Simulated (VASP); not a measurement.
Set up this calculation in VASP 6.6.1, as the native input.

| Item | Value |
| --- | --- |
| Task | single point |
| Functional | PBEsol |
| Potentials or basis | VASP PAW PBE potentials, release 64 (Au, Al) |
| Cutoff | 520 eV |
| k mesh | 11 × 11 × 11 |
| Occupations | fermi-dirac, width 0.05 eV |
| Spin | no spin polarisation |
| Ladder | free |
| Further INCAR settings | ALGO = Normal; EDIFF = 1e-07; NBANDS = 20 |

The structure of AlAu2 lies in POSCAR:

```
AlAu2
1.0
   -1.6715144750      1.6715144750      4.3990752400
    1.6715144750     -1.6715144750      4.3990752400
    1.6715144750      1.6715144750     -4.3990752400
Au Al
2 1
Direct
    0.3393570000      0.3351060000     -0.0011560000
    0.6646230000      0.6462790000     -0.0043590000
   -0.0073550000     -0.0092370000     -0.0107130000
```

The cell comes from a database or a generator and needn't be the stable form of this composition.

The cell isn't the ideal one: atoms moved at random, drawn with an rms of 0.05 Å.

One way to write it, as run:

INCAR

```
SYSTEM = AlAu2
  PREC = Accurate
  ENCUT = 520
  EDIFF = 1E-7
  ISMEAR = -1
  SIGMA = 0.05
  LREAL = .FALSE.
  LASPH = .TRUE.
  NELM = 100
  ALGO = Normal
  ISIF = 2
  LWAVE = .FALSE.
  LCHARG = .TRUE.
  GGA = PS
  LELF = .TRUE.
  LVHAR = .TRUE.
  NBANDS = 20
```

KPOINTS

```
Automatic mesh
0
G
  11 11 11
  0 0 0
```

Potentials or basis: VASP PAW PBE potentials, release 64 (Au, Al).

Run with:

```console
$ cat potpaw_PBE.64/Au/POTCAR potpaw_PBE.64/Al/POTCAR > POTCAR
$ mpirun -np 1 vasp_std > vasp.out
```

It gave:

The pressure is -2.6 GPa and the largest force is 0.463 eV/Å. The band gap on the k mesh is none (metal or under the smearing width).

Caveat: the PAW data sets were made with another functional, which shifts forces and pressure a little.

It took 6.4 min on 1 thread of Intel(R) Xeon(R) 6975P-C (Granite Rapids), on a shared host, peak memory 0.71 GiB.
